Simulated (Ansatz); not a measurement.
Runs of Ansatz 0.2.0 on CoO. Symmetry: P6_3mc, No. 186, hexagonal system. The conventional cell has a = 3.198 Å, b = 3.198 Å, c = 5.229 Å, α = 90.00°, β = 90.00°, γ = 120.00°. Co (site symmetry 3m) has 4 O at 1.93 to 1.97 Å as nearest neighbours. O (site symmetry 3m) has 4 Co at 1.93 to 1.97 Å as nearest neighbours. Measurements of this composition are mostly on another form, of space group No. 225.

| spin | fixed moment (μB) | pressure (GPa) | moment (μB) | largest force (eV/Å) |
| --- | --- | --- | --- | --- |
| collinear, ferromagnetic start | 8.0 | 13.8 | 8.00 | (c) |
| collinear, program default start | 0.0 | -14.9 | 0.00 | 0.13 |
| collinear, ferromagnetic start | 3.0 | -10.9 | 3.00 | (a) |
| collinear, ferromagnetic start | 6.0 | 2.3 | 6.00 | (b) |
| collinear, ferromagnetic start | 5.0 | -3.1 | 5.00 | 0.34 |
| collinear, ferromagnetic start | 4.0 | -7.5 | 4.00 | 0.34 |

Alike in all rows: task single point; level PBE; potentials or basis Ansatz PAW; cell as given; k mesh 8 × 8 × 5; cutoff (eV) 420; smearing fermi-dirac 0.05 eV.

Fill in the values left out.

(a) 0.17; (b) 0.29; (c) 0.18.

Caveats: the total moment is fixed, so each spin has its own Fermi level; the thresholds are loose for stress.
